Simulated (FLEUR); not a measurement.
# SnTe (Fm-3m) in FLEUR: a series of runs

One crystal, SnTe, is run at these levels: BLYP; tasks: band structure, equation of state.

All numbers are computed with FLEUR MaX-R8.1 (later development tree); they aren't measurements. Logs are shortened: lines on timing, memory, paths and dates and some standing lists are left out, and cuts for length are marked.

**Measured values to compare with.**

A printed reference work, textbook reports, for a bulk crystal of SnTe at 300 K: band gap 0.18 eV (direct).

The runs below are set against these values where they give the same quantity.

### 1 Starting point

Symmetry: Fm-3m, No. 225, cubic system. Conventional cell: a = 6.302 Å, b = 6.302 Å, c = 6.302 Å, α = 90.00°, β = 90.00°, γ = 90.00°. Around Te (site symmetry m-3m) lie 6 Sn at 3.15 Å. Sn (site symmetry m-3m) has 6 Te at 3.15 Å as nearest neighbours.

### 2 Band structure, BLYP

Input file inp.xml:

```xml
<?xml version="1.0" encoding="UTF-8" standalone="no"?>
<fleurInput fleurInputVersion="0.39">
   <comment>
      SnTe                                                                                                
   </comment>
   <calculationSetup>
      <cutoffs Kmax="4.1" Gmax="12.7" GmaxXC="12.7" numbands="0"/>
      <scfLoop itmax="60" minDistance="0.00001" maxIterBroyd="15" imix="Anderson" alpha="0.05" precondParam="0.0" spinf="2.0" sdNocoIR="T"/>
      <coreElectrons ctail="T" frcor="F" kcrel="0" coretail_lmax="0"/>
      <xcFunctional name="LibXC" relativisticCorrections="F">
         <LibXCName exchange="gga_x_b88" correlation="gga_c_lyp"/>
      </xcFunctional>
      <magnetism jspins="1"/>
      <soc l_soc="F" theta="0.0" phi="0.0" spav="F"/>
      <expertModes spex="0" secvar="F"/>
      <geometryOptimization l_f="F" forcealpha="1.0" forcemix="BFGS" epsdisp="0.00001" epsforce="0.00001"/>
      <ldaU l_linMix="F" mixParam="0.05" spinf="1.0"/>
   </calculationSetup>
   <cell>
      <bzIntegration valenceElectrons="44.0" mode="hist" fermiSmearingEnergy="0.00183747">
         <kPointListSelection listName="default-1"/>
         <!-- k-points included here -->
         <xi:include xmlns:xi="http://www.w3.org/2001/XInclude" href="kpts.xml"> </xi:include>
      </bzIntegration>
      <!-- symmetry operations included here -->
      <xi:include xmlns:xi="http://www.w3.org/2001/XInclude" href="sym.xml"> </xi:include>
[... 35 lines left out ...]
         <energyParameters s="5" p="5" d="4" f="4"/>
         <lo type="SCLO" l="0" n="4" eDeriv="0"/>
         <lo type="SCLO" l="1" n="4" eDeriv="0"/>
         <lo type="SCLO" l="1" n="4" eDeriv="1"/>
         <lo type="SCLO" l="2" n="4" eDeriv="2"/>
         <lo type="SCLO" l="3" n="4" eDeriv="2"/>
      </species>
   </atomSpecies>
   <atomGroups>
      <atomGroup species="Tellurium (Te)">
         <relPos label="                   1">1.000/2.000 1.000/2.000 1.000/2.000</relPos>
         <force calculate="T" relaxXYZ="TTT"/>
      </atomGroup>
      <atomGroup species="Tin (Sn)">
         <relPos label="                   2">.0000000000 .0000000000 .0000000000</relPos>
         <force calculate="T" relaxXYZ="TTT"/>
      </atomGroup>
   </atomGroups>
   <output dos="F" band="F" slice="F">
      <checks vchk="F" cdinf="F"/>
      <bandDOS minEnergy="-.5*Htr" maxEnergy="0.5*Htr" sigma="0.015" storeEVData="T"/>
      <vacuumDOS vacdos="F" integ="F" star="F" nstars="0" locx1="0.0" locy1="0.0" locx2="0.0" locy2="0.0" nstm="0" tworkf="0.0"/>
      <unfoldingBand unfoldBand="F" supercellX="1" supercellY="1" supercellZ="1"/>
      <plotting iplot="0" polar="F">
         <plot TwoD="T" vec1="  1.0  0.0  0.0" vec2="  0.0  1.0  0.0" vec3="  0.0  0.0  1.0" zero="  0.0  0.0  0.0" file="plot"/>
      </plotting>
      <chargeDensitySlicing numkpt="0" minEigenval="0.0" maxEigenval="0.0" nnne="0" pallst="F"/>
      <specialOutput eonly="F"/>
      <moessbauerParams electricFieldGradient="T" isomerShift="T" coreHyperfine="T" valenceHyperfine="T"/>
      <magneticCircularDichroism mcd="F" energyLo="-10.0" energyUp="0.0"/>
   </output>
  <!-- We include the file relax.xml here to enable relaxations (see documentation) -->
  <xi:include xmlns:xi="http://www.w3.org/2001/XInclude" href="relax.xml"> <xi:fallback/> </xi:include>
</fleurInput>
```

Input file crystal.txt:

```
SnTe
&input cartesian=F /
0.0000000000  3.1508500000  3.1508500000
3.1508500000  0.0000000000  3.1508500000
3.1508500000  3.1508500000  0.0000000000
1.8897261246
1.0 1.0 1.0

2
52 0.5000000000  0.5000000000  0.5000000000
50 0.0000000000  0.0000000000  0.0000000000

&kpt div1=7 div2=7 div3=7 gamma=T /
```

Input file inp.xml (bands):

```
<?xml version="1.0" encoding="UTF-8" standalone="no"?>
<fleurInput fleurInputVersion="0.39">
   <comment>
      SnTe                                                                                                
   </comment>
   <calculationSetup>
      <cutoffs Kmax="4.1" Gmax="12.7" GmaxXC="12.7" numbands="0"/>
      <scfLoop itmax="60" minDistance="0.00001" maxIterBroyd="15" imix="Anderson" alpha="0.05" precondParam="0.0" spinf="2.0" sdNocoIR="T"/>
      <coreElectrons ctail="T" frcor="F" kcrel="0" coretail_lmax="0"/>
      <xcFunctional name="LibXC" relativisticCorrections="F">
         <LibXCName exchange="gga_x_b88" correlation="gga_c_lyp"/>
      </xcFunctional>
      <magnetism jspins="1"/>
      <soc l_soc="F" theta="0.0" phi="0.0" spav="F"/>
      <expertModes spex="0" secvar="F"/>
      <geometryOptimization l_f="F" forcealpha="1.0" forcemix="BFGS" epsdisp="0.00001" epsforce="0.00001"/>
      <ldaU l_linMix="F" mixParam="0.05" spinf="1.0"/>
   </calculationSetup>
   <cell>
      <bzIntegration valenceElectrons="44.0" mode="hist" fermiSmearingEnergy="0.00183747">
         <kPointListSelection listName="path-1"/>
         <!-- k-points included here -->
         <xi:include xmlns:xi="http://www.w3.org/2001/XInclude" href="kpts.xml"> </xi:include>
      </bzIntegration>
      <!-- symmetry operations included here -->
      <xi:include xmlns:xi="http://www.w3.org/2001/XInclude" href="sym.xml"> </xi:include>
      <bulkLattice scale="1.0">
[... 33 lines left out ...]
         </electronConfig>
         <energyParameters s="5" p="5" d="4" f="4"/>
         <lo type="SCLO" l="0" n="4" eDeriv="0"/>
         <lo type="SCLO" l="1" n="4" eDeriv="0"/>
         <lo type="SCLO" l="1" n="4" eDeriv="1"/>
         <lo type="SCLO" l="2" n="4" eDeriv="2"/>
         <lo type="SCLO" l="3" n="4" eDeriv="2"/>
      </species>
   </atomSpecies>
   <atomGroups>
      <atomGroup species="Tellurium (Te)">
         <relPos label="                   1">1.000/2.000 1.000/2.000 1.000/2.000</relPos>
         <force calculate="T" relaxXYZ="TTT"/>
      </atomGroup>
      <atomGroup species="Tin (Sn)">
         <relPos label="                   2">.0000000000 .0000000000 .0000000000</relPos>
         <force calculate="T" relaxXYZ="TTT"/>
      </atomGroup>
   </atomGroups>
   <output dos="F" band="T" slice="F">
      <checks vchk="F" cdinf="F"/>
      <bandDOS minEnergy="-.5*Htr" maxEnergy="0.5*Htr" sigma="0.015" storeEVData="T"/>
      <vacuumDOS vacdos="F" integ="F" star="F" nstars="0" locx1="0.0" locy1="0.0" locx2="0.0" locy2="0.0" nstm="0" tworkf="0.0"/>
      <unfoldingBand unfoldBand="F" supercellX="1" supercellY="1" supercellZ="1"/>
      <plotting iplot="0" polar="F">
         <plot TwoD="T" vec1="  1.0  0.0  0.0" vec2="  0.0  1.0  0.0" vec3="  0.0  0.0  1.0" zero="  0.0  0.0  0.0" file="plot"/>
      </plotting>
      <chargeDensitySlicing numkpt="0" minEigenval="0.0" maxEigenval="0.0" nnne="0" pallst="F"/>
      <specialOutput eonly="F"/>
      <moessbauerParams electricFieldGradient="T" isomerShift="T" coreHyperfine="T" valenceHyperfine="T"/>
      <magneticCircularDichroism mcd="F" energyLo="-10.0" energyUp="0.0"/>
   </output>
  <!-- We include the file relax.xml here to enable relaxations (see documentation) -->
  <xi:include xmlns:xi="http://www.w3.org/2001/XInclude" href="relax.xml"> <xi:fallback/> </xi:include>
</fleurInput>
```

Potentials or basis: all-electron, FLAPW.

Started as:

```bash
$ inpgen -f crystal.txt -profile fastHighL
$ # inp.xml edited to the form shown
$ fleur_MPI
$ fleur_MPI   # second run, on inp.xml (bands)
```

Standard output:

```text
Welcome to FLEUR        (www.flapw.de)
      MaX-Release 8.1          (www.max-centre.eu)
 func_ids         131         106         131         106
The functional 'Becke 88' is an exchange functional, it belongs to the 'GGA' family and is defined in the reference(s):
[1] A. D. Becke.,  Phys. Rev. A 38, 3098 (1988)
The functional 'Lee, Yang & Parr' is a correlation functional, it belongs to the 'GGA' family and is defined in the reference(s):
[1] C. Lee, W. Yang, and R. G. Parr.,  Phys. Rev. B 37, 785 (1988)
[2] B. Miehlich, A. Savin, H. Stoll, and H. Preuss.,  Chem. Phys. Lett. 157, 200 (1989)
 Using same functional for VXC and EXC

 ========== k-point set info ==========
 Selected k-point list: default-1
 k-point list type: mesh
 7 x 7 x 7
 Number of k points: 20

 ------------Calculation Setup---------------------------
 Number of MPI-tasks      :            1
 Number of PE/node        :            1
 Number of OMP-threads    :            1
 Most efficient MPI parallelization for:
           1           2           4           5          10          20
 Additional eigenvalue parallelization possible
 Number of basis functions:          615
 Approximate size of matrices (H+S) per k-point:         0.006 GB
 --------------------------------------------------------
 Iteration:     1   Distance:      23.29839209 me/bohr^3
 Iteration:     2   Distance:      22.05461243 me/bohr^3
 Iteration:     3   Distance:       3.96260211 me/bohr^3
 Iteration:     4   Distance:       0.92810009 me/bohr^3
 Iteration:     5   Distance:       0.83229891 me/bohr^3
 Iteration:     6   Distance:       0.12872877 me/bohr^3
 Iteration:     7   Distance:       0.11169917 me/bohr^3
 Iteration:     8   Distance:       0.02703911 me/bohr^3
 Iteration:     9   Distance:       0.00841844 me/bohr^3
 Iteration:    10   Distance:       0.00470181 me/bohr^3
 Iteration:    11   Distance:       0.00057287 me/bohr^3
 Iteration:    12   Distance:       0.00055750 me/bohr^3
 Iteration:    13   Distance:       0.00003779 me/bohr^3
 Iteration:    14   Distance:       0.00001949 me/bohr^3
 Iteration:    15   Distance:       0.00001004 me/bohr^3
 Iteration:    16   Distance:       0.00000909 me/bohr^3

 ********************************************************************
 Run finished successfully
 Stop message:
   all done
 ********************************************************************
```

Wall time 53 s (1 thread of Arm Neoverse V1, shared host); peak memory 0.08 GiB.

What came out:

```
Free energy                                           : -353127.1455 eV
Band gap along the path                               : 0.07 eV, direct
Valence electrons inside the program's atomic spheres : Te 20.19; Sn 20.15 (radii Te 2.66, Sn 2.66 bohr)
```

Levels at the corners of the path, in eV from the Fermi level:
```
point  band 18  band 19  band 20  band 21  band 22  band 23  band 24  band 25  band 26  band 27
    Γ   -12.92    -4.97    -2.25    -2.25    -2.25     3.18     3.18     3.18     4.93     4.93
    X   -11.39    -6.72    -5.56    -3.80    -3.80     2.43     4.72     4.72     6.19     9.21
    W   -11.30    -7.57    -4.83    -4.83    -0.96     0.75     4.70     4.70     5.98     5.98
    K   -11.35    -7.61    -5.17    -3.30    -2.79     2.88     3.03     4.31     5.43     8.20
    Γ   -12.92    -4.97    -2.25    -2.25    -2.25     3.18     3.18     3.18     4.93     4.93
    L   -11.67    -8.48    -1.88    -1.88    -0.04     0.02     0.28     0.28     8.00     8.88
    U   -11.35    -7.61    -5.17    -3.30    -2.79     2.88     3.03     4.31     5.43     8.20
    W   -11.30    -7.57    -4.83    -4.83    -0.96     0.75     4.70     4.70     5.98     5.98
    L   -11.67    -8.48    -1.88    -1.88    -0.04     0.02     0.28     0.28     8.00     8.88
    K   -11.35    -7.61    -5.17    -3.30    -2.79     2.88     3.03     4.31     5.43     8.20
    U   -11.35    -7.61    -5.17    -3.30    -2.79     2.88     3.03     4.31     5.43     8.20
    X   -11.39    -6.72    -5.56    -3.80    -3.80     2.43     4.72     4.72     6.19     9.21
```

Core levels (eV from the Fermi level):
```
atom                                                                                                                                           levels
1 Te  1s1/2 -31607.8, 2s1/2 -4841.9, 2p1/2 -4536.5, 2p3/2 -4261.9, 3s1/2 -959.7, 3p1/2 -834.2, 3p3/2 -783.0, 4s1/2 -159.6, 3d3/2 -561.5, 3d5/2 -550.7
2 Sn                1s1/2 -28996.5, 2s1/2 -4373.1, 2p1/2 -4085.0, 2p3/2 -3854.2, 3s1/2 -840.7, 3p1/2 -723.6, 3p3/2 -681.5, 3d3/2 -474.5, 3d5/2 -465.8
```

Caveat: this odd mesh misses L, where the gap lies, so gap, dielectric constants and Born charges aren't listed; spin-orbit coupling is left out, which moves the levels of the heavy elements.

### 3 Equation of state, BLYP, 30.03 Å³/atom (volume scaled by 0.96)

Changes to inp.xml since step 2:

```diff
@@ -26,3 +26,3 @@
       <xi:include xmlns:xi="http://www.w3.org/2001/XInclude" href="sym.xml"> </xi:include>
-      <bulkLattice scale="1.0">
+      <bulkLattice scale="0.9864848297">
          <bravaisMatrix>
```

Potentials or basis: all-electron, FLAPW.

Started as:

```bash
$ inpgen -f crystal.txt -profile fastHighL
$ # inp.xml edited to the form shown
$ fleur_MPI
```

It took 37 s on 1 thread of Arm Neoverse V1, shared host; peak memory 0.09 GiB.

The run converged. Its results:

* Free energy: -353127.0333 eV
* Valence electrons inside the program's atomic spheres: Te 20.22; Sn 20.19 (radii Te 2.66, Sn 2.66 bohr)

Caveat: this odd mesh misses L, where the gap lies, so gap, dielectric constants and Born charges aren't listed.

### 4 Equation of state, BLYP, 31.28 Å³/atom

Changes to inp.xml since step 3:

```diff
@@ -26,3 +26,3 @@
       <xi:include xmlns:xi="http://www.w3.org/2001/XInclude" href="sym.xml"> </xi:include>
-      <bulkLattice scale="0.9864848297">
+      <bulkLattice scale="1.0000000000">
          <bravaisMatrix>
```

Started as:

```bash
$ inpgen -f crystal.txt -profile fastHighL
$ # inp.xml edited to the form shown
$ fleur_MPI
```

It took 44 s on 1 thread of Arm Neoverse V1, shared host; peak memory 0.09 GiB.

Results (log left out):

```yaml
Free_energy: -353127.1455 eV
Valence_electrons_inside_the_program's_atomic_spheres: Te 20.19; Sn 20.15 (radii Te 2.66, Sn 2.66 bohr)
```

Caveat: this odd mesh misses L, where the gap lies, so gap, dielectric constants and Born charges aren't listed.

### 5 Equation of state, BLYP, 32.53 Å³/atom (volume scaled by 1.04)

Changes to inp.xml since step 4:

```diff
@@ -26,3 +26,3 @@
       <xi:include xmlns:xi="http://www.w3.org/2001/XInclude" href="sym.xml"> </xi:include>
-      <bulkLattice scale="1.0000000000">
+      <bulkLattice scale="1.0131594038">
          <bravaisMatrix>
```

Started as:

```bash
$ inpgen -f crystal.txt -profile fastHighL
$ # inp.xml edited to the form shown
$ fleur_MPI
```

Wall time 43 s (1 thread of Arm Neoverse V1, shared host); peak memory 0.09 GiB.

It converged, with:

```yaml
Free_energy: -353127.2208 eV
Valence_electrons_inside_the_program's_atomic_spheres: Te 20.17; Sn 20.12 (radii Te 2.66, Sn 2.66 bohr)
```

Caveat: this odd mesh misses L, where the gap lies, so gap, dielectric constants and Born charges aren't listed.

### 6 Equation of state, BLYP, 33.16 Å³/atom (volume scaled by 1.06)

Changes to inp.xml since step 5:

```diff
@@ -26,3 +26,3 @@
       <xi:include xmlns:xi="http://www.w3.org/2001/XInclude" href="sym.xml"> </xi:include>
-      <bulkLattice scale="1.0131594038">
+      <bulkLattice scale="1.0196128224">
          <bravaisMatrix>
```

Potentials or basis: all-electron, FLAPW.

Started as:

```bash
$ inpgen -f crystal.txt -profile fastHighL
$ # inp.xml edited to the form shown
$ fleur_MPI
```

Run time: 51 s. Hardware: 1 thread of Arm Neoverse V1, shared host; peak memory 0.09 GiB.

It converged, with:

```yaml
Free_energy: -353127.2443 eV
Valence_electrons_inside_the_program's_atomic_spheres: Te 20.15; Sn 20.10 (radii Te 2.66, Sn 2.66 bohr)
```

Caveat: this odd mesh misses L, where the gap lies, so gap, dielectric constants and Born charges aren't listed.

### 7 Comparison with measurements

Step 2. Measured gap of SnTe: 0.18 eV (direct; 300 K; a printed reference work, textbook). This calculation gives 0.07 eV (-0.11 eV). Spin-orbit coupling on Sn, Te is left out. The value is that of BLYP, without temperature or zero-point motion. Semilocal functionals fall short of measured gaps as a rule.
